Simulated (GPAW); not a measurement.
A run of GPAW 26.7.0:

The input run.py:

```python
from ase import Atoms
from ase.filters import FrechetCellFilter
from ase.io import write
from ase.optimize import BFGS
from gpaw import GPAW, PW, setup_paths

setup_paths.insert(0, '.')

atoms = Atoms(['Rh'],
              cell=[[0.0, 1.89785, 1.89785],
                    [1.89785, 0.0, 1.89785],
                    [1.89785, 1.89785, 0.0]],
              scaled_positions=[[0.0, 0.0, 0.0]],
              pbc=True)

calc = GPAW(mode=PW(600),
            xc='PBEsol',
            kpts={'size': (12, 12, 12), 'gamma': True},
            occupations={'name': 'fermi-dirac', 'width': 0.05},
            nbands=16,
            convergence={'density': 1e-05, 'forces': 0.0001},
            maxiter=150,
            txt='gpaw.txt')
atoms.calc = calc
opt = BFGS(FrechetCellFilter(atoms), trajectory='relax.traj', logfile='-')
done = opt.run(fmax=0.02, steps=60)
calc.write('gs.gpw')
write('result.traj', atoms)
print('Converged:', done)
print('Cell:', atoms.cell.cellpar().round(4))
print('Volume:', round(atoms.get_volume(), 4))
print(atoms.get_scaled_positions().round(5))
```

Potentials or basis: PAW data sets generated in the run's folder for this functional, pw.

Run with:

```sh
$ gpaw-setup -f PBEsol Rh
$ OMP_NUM_THREADS=1 python run.py
```

Hardware: 1 thread of Arm Neoverse V1, with other jobs on the host.

Task: Estimate the wall time of this run.

Result: It took 23 s on 1 thread of Arm Neoverse V1 (shared host), peak memory 0.15 GiB. Counts: scf iterations 18, plane waves 471, bands 16, k points 72, ion steps 2.
